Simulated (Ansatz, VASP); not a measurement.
## LiF: VASP beside Ansatz

File POSCAR:

```
LiF
1.0
    0.0000000000      1.9948717406      1.9948717406
    1.9948717406      0.0000000000      1.9948717406
    1.9948717406      1.9948717406      0.0000000000
Li F
1 1
Direct
    0.0000000000      0.0000000000      0.0000000000
    0.5000000000      0.5000000000      0.5000000000
```

File INCAR.step1:

```
SYSTEM = LiF
PREC = Accurate
ENCUT = 520
ISMEAR = 0
SIGMA = 0.01
LREAL = .FALSE.
LASPH = .TRUE.
NELM = 100
NBANDS = 12
GGA = PE
ALGO = Normal
EDIFF = 1E-4
LWAVE = .TRUE.
LCHARG = .FALSE.
```

File INCAR.step2:

```
SYSTEM = LiF
PREC = Accurate
ENCUT = 520
EDIFF = 1E-6
ISMEAR = 0
SIGMA = 0.01
LREAL = .FALSE.
LASPH = .TRUE.
NELM = 100
ALGO = Normal
ISIF = 2
LWAVE = .FALSE.
LCHARG = .TRUE.
METAGGA = R2SCAN
LMIXTAU = .TRUE.
LELF = .TRUE.
LVHAR = .TRUE.
NBANDS = 12
ISTART = 1
```

Contents of KPOINTS:

```
Automatic mesh
0
G
  10 10 10
  0 0 0
```

Input for Ansatz:

```yaml
crystal:
  lattice:
    - [0.0, 1.9948717406, 1.9948717406]
    - [1.9948717406, 0.0, 1.9948717406]
    - [1.9948717406, 1.9948717406, 0.0]
  atoms:
    - { symbol: Li, position: [0.0, 0.0, 0.0] }
    - { symbol: F, position: [0.5, 0.5, 0.5] }
kpoints:
  mp_grid: { grid: [10, 10, 10] }
  band_path:
    path:
      - [0.0, 0.0, 0.0]
      - [0.5, 0.0, 0.5]
      - [0.625, 0.25, 0.625]
      - [0.375, 0.375, 0.75]
      - [0.5, 0.5, 0.5]
      - [0.5, 0.25, 0.75]
      - [-0.0625, 0.0, 0.0625]
    npoints: 1
hamiltonian:
  xc: r2scan
scf:
  occupations: { method: fixed }
  n_extra_bands: 4
output:
  forces: true
  stress: true
  eigenvalues: true
```

The cell was built by a generator and needn't be a form met in nature.

Alike in both runs: task single point; functional r2SCAN; k mesh 10 × 10 × 10; no spin polarisation.

```csv
,VASP,Ansatz
version,VASP 6.6.1,Ansatz 0.2.0
potentials or method,"VASP PAW PBE potentials, release 64 (Li_sv, F)","plane waves, PAW"
plane-wave cutoff (eV),520,500
occupations,"gaussian, width 0.01 eV",fixed
valence electrons in the cell,10,10
```

```csv
,VASP,Ansatz,Ansatz less VASP
gap on the k mesh at the Fermi level (eV),10.55,10.33,-0.223
```

 A k mesh can miss the band edges. r2SCAN opens gaps a little over a GGA but as a rule still falls short of measured ones.
